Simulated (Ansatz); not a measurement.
Set up this calculation in Ansatz 0.2.0, as the native input.

| Item | Value |
| --- | --- |
| Task | single point |
| Functional | PBE |
| Potentials or basis | all-electron LAPW, scalar-relativistic |
| Cutoff | 295 eV (chosen from the basis error) |
| Basis error allowed | 0.001 eV/atom |
| k mesh | 13 × 13 × 13 |
| Occupations | gaussian, width 0.024 eV |
| Spin | no spin polarisation |

Cu:

```
CELL_PARAMETERS angstrom
0.00000 1.80750 1.80750
1.80750 0.00000 1.80750
1.80750 1.80750 0.00000
ATOMIC_POSITIONS crystal
Cu 0.00000 0.00000 0.00000
```

These files were run (other wordings do the same):

input.yaml

```yaml
crystal:
  lattice:
    - [0.0, 1.8075, 1.8075]
    - [1.8075, 0.0, 1.8075]
    - [1.8075, 1.8075, 0.0]
  atoms:
    - { symbol: Cu, position: [0.0, 0.0, 0.0] }
kpoints:
  mp_grid: { grid: [13, 13, 13] }
scf:
  occupations: { method: gaussian, width: 0.024 }
hamiltonian:
  xc: pbe
  pseudopotentials: { kind: all_electron, lapw: { basis_error: 0.001 } }
output:
  forces: true
  stress: true
  eigenvalues: true
```

Potentials or basis: all-electron LAPW, scalar-relativistic.

Launch:

```console
$ ansatz run input.yaml --threads 1 --pin off --max-ram 3072MiB --backend cpu --events-out ev --progress --plain --runs-dir out
```

It gave:

* Pressure: 1.7 GPa
* Band gap on the k mesh: none (metal or under the smearing width)

Wall time 4.9 s on 1 thread of Arm Neoverse V2, with other jobs on the host, peak memory 0.26 GiB.
